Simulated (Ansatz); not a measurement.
**CuO: equation of state with PBE**

CuO:

```
CELL_PARAMETERS angstrom
1.99097 -2.15355 0.00000
1.99097 2.15355 0.00000
0.00000 0.00000 5.15593
ATOMIC_POSITIONS crystal
Cu 0.50000 0.00000 0.00000
Cu 0.00000 0.50000 0.50000
O 0.50000 0.50000 0.25000
O 0.50000 0.50000 0.75000
```

Measurements of this composition are mostly on another form, of space group No. 15.

```
Program             : Ansatz 0.2.0
Task                : equation of state
Functional          : PBE
Potentials or basis : Ansatz PAW
Cutoff              : 420 eV
Density cutoff      : 1680 eV
k mesh              : 9 × 9 × 5
Occupations         : fermi-dirac, width 0.05 eV
Spin                : no spin polarisation
```

| Quantity | Value |
| --- | --- |
| Equilibrium volume | 11.16 Å³/atom |
| Bulk modulus at fixed shape and positions | 152 GPa |
| Pressure derivative of the bulk modulus | 4.7 |

Energy against volume, from the lowest point:
| volume (Å³/atom) | energy (meV/atom) |
| --- | --- |
| 10.390 | 27.99 |
| 10.611 | 13.37 |
| 10.832 | 4.24 |
| 11.053 | 0.00 |
| 11.274 | 0.16 |
| 11.496 | 4.20 |
| 11.717 | 11.78 |

All runs of the series together: 17 s on 2 threads of Arm Neoverse V2, on a shared host.

Caveat: the cell was scaled at fixed shape and fractional positions, which overstates the stiffness of a crystal with free parameters, most of all of layers and chains; the run has no spin polarisation, though such a crystal can be magnetic.
